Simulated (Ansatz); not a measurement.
The system is Sn.

```
CELL_PARAMETERS angstrom
0.00000 3.23334 3.23334
3.23334 0.00000 3.23334
3.23334 3.23334 0.00000
ATOMIC_POSITIONS crystal
Sn 0.75000 0.75000 0.75000
Sn 0.50000 0.50000 0.50000
```

This isn't the form of Sn at room conditions, which is tetragonal (white tin).

| Item | Value |
| --- | --- |
| Program | Ansatz 0.2.0 |
| Task | relaxation of cell and atoms |
| Functional | revPBE |
| Potentials or basis | all-electron LAPW, scalar-relativistic |
| Basis error allowed | 0.001 eV/atom |
| k mesh | 7 × 7 × 7 |
| Occupations | fermi-dirac, width 0.05 eV |
| Spin | no spin polarisation |

At the start: volume 33.80 Å³/atom.

Q: How do energy, volume and symmetry change on relaxing?

A: Over 5 steps the energy falls by 53.8 meV/atom and the volume is 37.80 Å³/atom (+11.8 %); space group Fd-3m (No. 227, to 0.05 Å).

Step by step:
```
step  energy change (eV)  largest force (eV/Å)  volume (Å³)
   1              0.0000                0.0000        67.61
   2             -0.1007                0.0000        77.98
   3             -0.1074                0.0000        76.11
   4             -0.1077                0.0000        75.59
   5             -0.1077                0.0000        75.59
```

Final structure:
```
Sn
1.0
     0.00000    3.35593    3.35593
     3.35593    0.00000    3.35593
     3.35593    3.35593    0.00000
Sn
2
Direct
  0.75000 0.75000 0.75000
  0.50000 0.50000 0.50000
```

Caveat: the volume moved by +12 % from the deposited cell, more than functionals usually miss.
